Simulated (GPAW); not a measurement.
# GaSb (honeycomb monolayer): one start, several treatments of the self-energy

Aim: compare treatments of exchange, screening and correlation for the gap of GaSb (honeycomb monolayer).

Method: LDA and many-body steps on it, plane waves, in GPAW 26.7.0.

**1. Set-up**

The cell holds 2 atoms: 1 Ga and 1 Sb. Cell: a = 4.265 Å, b = 4.265 Å, c = 11.400 Å, α = 90.0°, β = 90.0°, γ = 120.0°. Vacuum lies along c.

Structure file:

```xyz
2
Lattice="4.2655 0.0000 0.0000 -2.1327 3.6940 0.0000 0.0000 0.0000 11.4000" Properties=species:S:1:pos:R:3
Ga    0.0000    2.4627    5.3697
Sb    2.1327    1.2313    6.0301
```

The structure was relaxed with LDA. The runs that relaxed it are not among those shown. Spin-orbit coupling is left out unless a step names it.

**2. Empty states on the mesh, 6×6×1 mesh, 301 bands**

This step: GPAW 26.7.0; DFT, LDA, plane waves, PAW.

The sums over transitions need many empty states on a uniform mesh; this step solves for them.

Input file run.py:

```python
import json
import numpy as np
from gpaw.mpi import world
from gpaw import GPAW

calc = GPAW('gs.gpw').fixed_density(kpts={'size': (6, 6, 1), 'gamma': True},
    parallel={'domain': 1, 'band': 1},
    txt='nscf.txt')
calc.diagonalize_full_hamiltonian(nbands=301)
calc.write('full.gpw', mode='all')
res = {}
kpts = calc.get_ibz_k_points()
res['kpts'] = kpts
res['eigenvalues'] = [calc.get_eigenvalues(kpt=k) for k in range(len(kpts))]
res['n_electrons'] = calc.get_number_of_electrons()

if world.rank == 0:
    with open('result.json', 'w') as f:
        json.dump(res, f, default=lambda x: x.tolist())
```

On the command line:

```bash
> mpirun -n 7 gpaw python run.py
```

Numbers of over 12 decimals in the logs are rounded to 6 here.

The log of the run:

```text
Diagonalizing LCAO Hamiltonian
Converting LCAO to pw mode
convergence criteria:
- Maximum integral of absolute [eigenst]ate change: 4e-08 eV^2 / valence electron
maximum number of iterations: 100

SCF iterations
|iter     |     time |      energy | eigst |  dens |
|iter:   1|  |             | +1.47 |       |
|iter:   2|  |             | +0.48 |       |
|iter:   3|  |             | -0.04 |       |
[...]
|iter:  11|  |             | -6.22 |       |
|iter:  12|  |             | -7.03 |       |
|iter:  13|  |             | -7.58c|       |
SCF steps: 13
  __  _  _
 | _ |_)|_||  |
 |__||  | ||/\| - 26.7.0

Input parameters:
  mode=PW(ecut=450.000000),
  convergence={'density': 1e-06, 'bands': -3},
  gpts=array([21, 21, 56]),
  kpts=MonkhorstPack(size=(6, 6, 1), gamma=True),
  maxiter=100,
  nbands=16,
  occupations=Occupations(name='fermi-dirac', width=0.001, fixmagmom=False),
  parallel={'domain': 1, 'band': 1},
  xc=XC(name='LDA')
Matrix size: 3933x3933
# Writing to full.gpw (mode='all')
  [... matrices ...]

timing:  # [seconds]
  Total: 34.173  # ━━━━━━━━━━━━━━━━━━━━━━━━━━━━━━━━━━━━━━━━━━━━━━━━━━━━━━━━━━
```

It took 38 s on 7 MPI ranks of Intel Xeon Platinum 8488C (Sapphire Rapids), shared host; peak memory 7.8 GiB.

This step gave:

| Quantity | Value |
| --- | --- |
| gap | 1.061 eV |
| k of the valence top | 0, 0, 0 |
| k of the conduction bottom | 0, 0, 0 |
| least direct gap | 1.061 eV |
| k points computed | 7 |
| lowest point of the top converged band, above the valence top | 78.1972 eV |

On this mesh the gap is 1.061 eV.

**3. One-shot HSE06**

This step: one-shot HSE06 levels on LDA orbitals, plane waves, PAW.

Input file run.py:

```python
import json
import numpy as np
from gpaw.mpi import world
from gpaw.hybrids.eigenvalues import non_self_consistent_eigenvalues

dft, vxc, vxc_hyb = non_self_consistent_eigenvalues('full.gpw', 'HSE06', 7, 11, kpt_indices=[0])
res = {'dft': dft[0], 'hybrid': (dft - vxc + vxc_hyb)[0]}
if world.rank == 0:
    with open('hybrid.txt', 'w') as f:
        for k, e0, e1 in zip([0], res['dft'], res['hybrid']):
            print(k, ' '.join(f'{x:9.4f}' for x in e0), '|', ' '.join(f'{x:9.4f}' for x in e1), file=f)

if world.rank == 0:
    with open('result.json', 'w') as f:
        json.dump(res, f, default=lambda x: x.tolist())
```

On the command line:

```bash
> mpirun -n 8 gpaw python run.py
```

The log of the run:

```text
IBZ(<points: 7, symmetries: 6>)
Occupied bands: 9
Transforming wave functions from IBZ to BZ: 0.031 seconds
Distributing wave functions and iFFT-ing to real space: 0.089 seconds
Calculating eigenvalues:
  k-points: 1
  Bands: 7-10 (inclusive)
  Seconds: 0.187 (wave-function broadcasting: 0.005 seconds)
HSE06-eigenvalue shifts:
  min: -0.023 eV
  ave: 0.284 eV
  max: 0.732 eV
```

It took 3.7 s on 8 MPI ranks; peak memory 0.95 GiB.

This step gave:

```
starting gap on the mesh                       : 1.061 eV
hybrid gap on the mesh                         : 1.816 eV
least direct hybrid gap on the computed points : 1.816 eV
```

**4. G0W0, extrapolated in the cutoff**

Now the one-shot GW correction: screening in the RPA, then the self-energy of the levels asked for.

This step: G0W0 on LDA, plane waves, PAW.

Input file run.py:

```python
import json
import numpy as np
from gpaw.mpi import world
from gpaw.response.g0w0 import G0W0

gw = G0W0('full.gpw',
    filename='gw',
    kpts=[0],
    bands=(7, 11),
    ecut=80.0,
    truncation='2D',
    integrate_gamma='sphere',
    q0_correction=True,
    frequencies={'type': 'nonlinear', 'domega0': 0.15, 'omega2': 15.0},
    eta=0.1,
    nblocksmax=True,
    ecut_extrapolation=True)
gw.calculate()
res = {mode: {k: v for k, v in r.items() if k != 'sigma_eskwn'}
       for mode, r in gw.all_results.items()}

if world.rank == 0:
    with open('result.json', 'w') as f:
        json.dump(res, f, default=lambda x: x.tolist())
```

On the command line:

```bash
> mpirun -n 8 gpaw python run.py
```

The log of the run:

```text
Using integrator: PointIntegrator
NonLinearFrequencyDescriptor(from 0.000 to 110.916 eV, 183 points)
Nonperiodic BCs:  [False False  True]
Using integrator: PointIntegrator
NonLinearFrequencyDescriptor(from 0.000 to 110.916 eV, 183 points)
Nonperiodic BCs:  [False False  True]
Applying analytical 2D correction to W:
    Evaluating Gamma point contribution to W on a 17x17x1 grid
  ___  _ _ _
 |   || | | |
 | | || | | |
 |__ ||_____|
 |___|

BZ k-points: Symmetries present (total): 6

  [... matrices ...]
36 k-points: 6 x 6 x 1 Monkhorst-Pack grid + [1/12,1/12,0.000000]
7 k-points in the irreducible part of the Brillouin zone
       k-points in crystal coordinates                weights
   0:     0.00000000    0.00000000    0.00000000          1/36
   1:     0.16666667    0.00000000    0.00000000          6/36
   2:     0.33333333   -0.16666667    0.00000000          6/36
   3:     0.33333333    0.00000000    0.00000000          6/36
   4:     0.33333333    0.33333333    0.00000000          2/36
   5:     0.50000000    0.33333333    0.00000000         12/36
   6:     0.50000000    0.50000000    0.00000000          3/36

Distributing spins, k-points and bands (1 x 1 x 4) over 1 process
Number of blocks: 8

Quasi particle states:
k-points (IBZ indices): [0]
Band range: (7, 11)
  [... matrices ...]
Computational parameters:
Extrapolating to infinite plane wave cut-off using points at:
  68.942 eV
  73.959 eV
  80.000 eV
Number of bands: 291
Coulomb cutoff: 2D
Broadening: 0.1 eV

fxc modes: GW
Kernel: RPA
Using full-frequency real axis integration
Summing all q:

Calculating screened Coulomb potential
2D Coulomb truncation
NonLinearFrequencyDescriptor(from 0.000 to 110.916 eV, 183 points)
Removing empty qpoint cache files...

Calculating chi0 body with:
    Ground state adapter containing:
    Number of spins: 1
    Number of kpoints: 36
    Number of irreducible kpoints: 7
    Number of completely occupied states: 9
    Number of partially occupied states: 9
    Occupied states memory: 3.391479 M / cpu

    Linear response parametrization:
    q_c: [1.3877787807814457e-17, 1.3877787807814457e-17, 0.0]
    Number of frequency points: 183
    Planewave cutoff: 80.0
    Number of bands: 291
    Number of planewaves: 287
    Broadening (eta): 0.1
    comm.size: 8
    kncomm.size: 1
    blockcomm.size: 8

    Memory estimate of potentially large arrays:
        chi0_wGG: 28.750471 M / cpu
Integrating chi0 body.

Symmetries of q_c:
    Direct symmetries (Uq -> q): 6
    Indirect symmetries (TUq -> q): 6
In total 12 allowed symmetries.

  [... matrices ...]
7 groups of equivalent kpoints. 80.555556% reduction.

Integral kind: spectral function
Integrating chi0 head and wings.

Symmetries of q_c:
    Direct symmetries (Uq -> q): 6
    Indirect symmetries (TUq -> q): 6
In total 12 allowed symmetries.

  [... matrices ...]
7 groups of equivalent kpoints. 80.555556% reduction.

Integral kind: spectral function wings

Calculating chi0 body with:
    Ground state adapter containing:
    Number of spins: 1
    Number of kpoints: 36
    Number of irreducible kpoints: 7
    Number of completely occupied states: 9
    Number of partially occupied states: 9
[... the further q-points ...]
Extrapolating selfenergy to infinite energy cutoff:
  Performing linear fit to 3 points
  Warning: Bad quality of linear fit for some (n,k).
           Higher cutoff might be necessary.
  Minimum R^2 = 0.7726. (R^2 Should be close to 1)
  [... matrices ...]
Results:
f:      Occupation numbers
eps:     KS-eigenvalues [eV]
vxc:     KS vxc [eV]
exx:     Exact exchange [eV]
sigma:   Self-energies [eV]
dsigma:  Self-energy derivatives
Z:       Renormalization factors
qp:      QP-energies [eV]

k-point 0 (0): (0.000, 0.000, 0.000)                GW
band       f     eps     vxc     exx   sigma  dsigma       Z      qp
                                                                   GW
   7   1.000  -2.261 -14.299 -15.274   0.175  -0.451   0.689  -2.812
   8   1.000  -2.261 -14.299 -15.274   0.175  -0.451   0.689  -2.812
   9   0.000  -1.200 -14.589 -10.547  -2.905  -0.426   0.701  -0.402
  10   0.000   0.770  -6.589  -3.418  -2.851  -0.461   0.685   0.989
```

It took 1.9 min on 8 MPI ranks; peak memory 3.6 GiB.

This step gave:

| Item | Value |
| --- | --- |
| quasiparticle gap on the points computed | 2.410 eV |
| least direct quasiparticle gap on the computed points | 2.410 eV |
| Z at the valence top | 0.6890 |
| Z at the conduction bottom | 0.7011 |
| starting gap on the mesh | 1.061 eV |
| k of the valence top | 0, 0, 0 |
| k of the conduction bottom | 0, 0, 0 |
| gaps at the cutoffs of the extrapolation | 2.338, 2.344, 2.352 eV |

The gap on the mesh goes from 1.06 eV to 2.41 eV, a correction of +1.35 eV.

**5. One-shot PBE0**

This step: one-shot PBE0 levels on LDA orbitals, plane waves, PAW.

Input file run.py:

```python
import json
import numpy as np
from gpaw.mpi import world
from gpaw.hybrids.eigenvalues import non_self_consistent_eigenvalues

dft, vxc, vxc_hyb = non_self_consistent_eigenvalues('full.gpw', 'PBE0', 7, 11, kpt_indices=[0])
res = {'dft': dft[0], 'hybrid': (dft - vxc + vxc_hyb)[0]}
if world.rank == 0:
    with open('hybrid.txt', 'w') as f:
        for k, e0, e1 in zip([0], res['dft'], res['hybrid']):
            print(k, ' '.join(f'{x:9.4f}' for x in e0), '|', ' '.join(f'{x:9.4f}' for x in e1), file=f)

if world.rank == 0:
    with open('result.json', 'w') as f:
        json.dump(res, f, default=lambda x: x.tolist())
```

On the command line:

```bash
> mpirun -n 8 gpaw python run.py
```

The log of the run:

```text
IBZ(<points: 7, symmetries: 6>)
Occupied bands: 9
Transforming wave functions from IBZ to BZ: 0.027 seconds
Distributing wave functions and iFFT-ing to real space: 0.074 seconds
Calculating eigenvalues:
  k-points: 1
  Bands: 7-10 (inclusive)
  Seconds: 0.207 (wave-function broadcasting: 0.007 seconds)
HSE06-eigenvalue shifts:
  min: -0.366 eV
  ave: 0.267 eV
  max: 1.006 eV
```

Run time: 3.7 s. Hardware: 8 MPI ranks; peak memory 0.96 GiB; 27 s of CPU time.

This step gave:

```
starting gap on the mesh                       : 1.061 eV
hybrid gap on the mesh                         : 2.433 eV
least direct hybrid gap on the computed points : 2.433 eV
```

**6. Side by side**

Times are wall times on 8 MPI ranks of Intel Xeon Platinum 8488C (Sapphire Rapids), shared host, good to a factor of about two.

| run | mesh | bands | screening cutoff (eV) | DFT gap (eV) | gap on the mesh (eV) | direct (eV) | time |
| --- | --- | --- | --- | --- | --- | --- | --- |
| one-shot HSE06 | 6×6×1 | - | - | 1.061 | 1.816 | 1.816 | 3.7 s |
| G0W0, extrapolated in the cutoff | 6×6×1 | - | 80 | 1.061 | 2.410 | 2.410 | 1.9 min |
| one-shot PBE0 | 6×6×1 | - | - | 1.061 | 2.433 | 2.433 | 3.7 s |

**7. Summary of results**

| Property | Result |
| --- | --- |
| one-shot HSE06 | 1.816 eV |
| G0W0, extrapolated in the cutoff | 2.410 eV |
| one-shot PBE0 | 2.433 eV |
| known limits | not at the basis limit; no spin-orbit coupling |

G0W0, extrapolated in the cutoff: +0.594 eV against one-shot HSE06, at other bands or cutoff, so not like for like. One-shot PBE0: +0.617 eV against one-shot HSE06. One-shot hybrid levels are evaluated on the LDA orbitals. Bands and cutoff are finite, so the gap is not at the basis limit. The miss can reach some tenths of an eV and take either sign; the mesh is an error of its own. These stock PAW sets were not made for GW; the filled d or f shell of Ga lies in the frozen core, which bears on start and correction. The program warns of a poor linear fit in the extrapolation of some level, so the extrapolated values are rough. The many-body steps are scalar-relativistic: spin-orbit coupling is not in them.

[Paths, hosts, dates, memory and timing lines, banners, echoed tables and standing remarks are left out of the program output.]

[Logs are printed without paths, hosts, clocks, repeated set-up lines and the standing remarks that a program may print on its own settings, such as how far it seeks lower states.]

[Runs of the session that timed out or met a known fault of the program may be left out.]

[Hosts, paths, dates, database ids (printed as entryN), source tags and the programs' standing remarks are cut or masked in the printed files.]
